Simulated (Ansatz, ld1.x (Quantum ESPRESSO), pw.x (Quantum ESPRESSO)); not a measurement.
## Mo (Z = 42) (fcc): variants of one TM potential in the solid

Mo (Z = 42), norm-conserving Troullier–Martins (Kleinman–Bylander form), made with ld1.x (Quantum ESPRESSO) 7.5 (PBE, scalar-relativistic). Core [Kr], reference 4d5 5s0 5p0 (charge +1). Waves: 5s (bound, empty): rc 2.75 bohr; 5p (bound, empty): rc 2.55 bohr; 4d (bound): rc 2.10 bohr. Local part: all-electron potential smoothed inside 2.35 bohr (lloc = -2). Core correction: none.

Crystal test: fcc Mo in pw.x 7.5, no spin, 14³ k-points, Fermi–Dirac smearing 0.01 Ry, cutoffs set for each file from its atomic test. The reference is all-electron LAPW (Ansatz 0.2.0) with the same functional, mesh and smearing; V0 and B0 come from Birch–Murnaghan fits to the pressures at five volumes. Errors are pseudo minus all-electron; Δ is the rms difference of the E(V) curves that follow from these fits, minima aligned, over ±6 % about the mean V0. Mesh and smearing are coarse, so the numbers serve the comparison and aren't converged zero-temperature values; the lattice is a test structure that the element need not adopt.

All-electron: a0 = 4.005 Å (V0 = 16.06 Å³/atom), B0 = 235.3 GPa.

Base: This is a poor potential for the solid.

A dash in a converged row means that the minimum lies outside the volumes sampled.

| change | cutoffs (Ry) | pw.x | a0 (Å) | a0 error (%) | B0 error (%) | Δ (meV/atom) | mean pressure error (GPa) |
| --- | --- | --- | --- | --- | --- | --- | --- |
| base | 55/220 | converged | – | – | – | – | -14.82 |
| wave 5s (bound): rc 2.75 bohr becomes 5s (bound): rc 3.60 bohr | 55/220 | converged | – | – | – | – | -13.07 |
| local potential all-electron potential smoothed inside 1.20 bohr (lloc = -2) | 55/220 | converged; bound ghost | – | – | – | – | +52.65 |
| local potential the p channel | 55/220 | converged; bound ghost | – | – | – | – | +98.02 |
| wave 4d (bound): rc 2.10 bohr becomes 4d (bound): rc 2.76 bohr | 45/180 | converged | – | – | – | – | -13.73 |

Problem. Give the row for: reference 4d5 5s1 5p0.

Solution. pw.x: converged; mean pressure error (GPa): +0.70; a0 (Å): 4.009; a0 error (%): +0.10; B0 error (%): -1.6; Δ (meV/atom): 2.5.
